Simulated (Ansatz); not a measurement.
**Ge: changing the strain (εxx = s, εyy = s)**

```
Ge
1.0
     5.24058    0.00000    0.00000
     0.00000    5.24058    0.00000
     0.00000    0.00000    2.65536
Ge
3
Direct
  0.00000 0.00000 0.00000
  0.00000 0.50000 0.00000
  0.50000 0.00000 0.00000
```

This isn't the form of Ge at room conditions, which is diamond.

Kept alike: task relaxation of the atoms; functional PBE; k mesh 5 × 5 × 10; occupations fermi-dirac, width 0.05 eV; no spin polarisation. Program: Ansatz, Ansatz PAW, cutoff 420 eV. The mesh is that of the run's cell of 3 atoms. No spin-orbit coupling.

```tsv
s	free energy over the lowest row (meV/atom)
-0.04	36.54
-0.02	7.37
-0.01	1.30
0	0.00
0.01	?
0.02	7.67
0.04	23.93
```

The cell shown is the unstrained one; x, y and z are its Cartesian axes. For a metal such a mesh leaves the last digits unconverged.

Problem. Fit the rows shown and predict the run at 0.01.

Solution. A least-squares cubic through the rows shown is free energy = -138253 s³ + 18925.5 s² + 63.54 s - 0.048 (largest miss 0.048); at s = 0.01 it gives 2.34 meV/atom. The run gave: free energy over the lowest row 2.61 meV/atom.
